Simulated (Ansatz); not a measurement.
# SiNi3: the cost of one run

Program: Ansatz 0.2.0. Level of theory: DFT PBE, scalar-relativistic, plane waves, PAW. These are calculated values, not measurements.

### Step 1. Starting point

Symmetry: P6/mmm, No. 191, hexagonal system. The conventional cell has a = 3.677 Å, b = 3.677 Å, c = 3.880 Å, α = 90.00°, β = 90.00°, γ = 120.00°. Around Si (site symmetry 6/mmm) lie 8 Ni at 1.94 to 2.12 Å. Ni (site symmetry 6/mmm) is surrounded by 2 Si at 1.94 Å. Around Ni (site symmetry -6m2) lie 3 Ni at 2.12 Å and 3 Si at 2.12 Å.

As a file:

```
Si Ni
1.0
     3.67675    0.00000    0.00000
    -1.83837    3.18416    0.00000
     0.00000    0.00000    3.88043
Si Ni
1 3
Direct
  0.00000 0.00000 0.00000
  0.00000 0.00000 0.50000
  0.33333 0.66667 0.00000
  0.66667 0.33333 0.00000
```

(A quick probe on a coarse mesh, which set the mesh and smearing, is not shown.)

### Step 3. Coarse relaxation

File input.yaml:

```yaml
crystal:
  lattice:
    - [3.6767490679, 0.0, 0.0]
    - [-1.838374534, 3.1841580962, 0.0]
    - [0.0, 0.0, 3.880427101]
  atoms:
    - { symbol: Si, position: [0.0, 0.0, 0.0] }
    - { symbol: Ni, position: [0.0, 0.0, 0.5] }
    - { symbol: Ni, position: [0.3333333333, 0.6666666667, 0.0] }
    - { symbol: Ni, position: [0.6666666667, 0.3333333333, 0.0] }
basis:
  ecutwfc: 420
kpoints:
  mp_grid: { grid: [6, 6, 4] }
hamiltonian:
  xc: pbe
scf:
  occupations: { method: gaussian, width: 0.1 }
  lower_state_search: "off"
output:
  forces: true
  stress: true
  eigenvalues: true
relax:
  adjacent_minimum: "off"
  f_tol: 0.04
  max_steps: 70
  cell: { stress_tol: 0.4 }
```

The run is started by

```bash
$ ansatz run input.yaml --threads 1 --pin off --max-ram 2560MiB --backend cpu --events-out ev --progress --plain --runs-dir out
```

**Question.** How long does this run take on 1 thread of Intel Xeon 6975P-C (Granite Rapids), shared host, and how much memory does it need?

About 12 s, with a peak of 0.39 GiB.
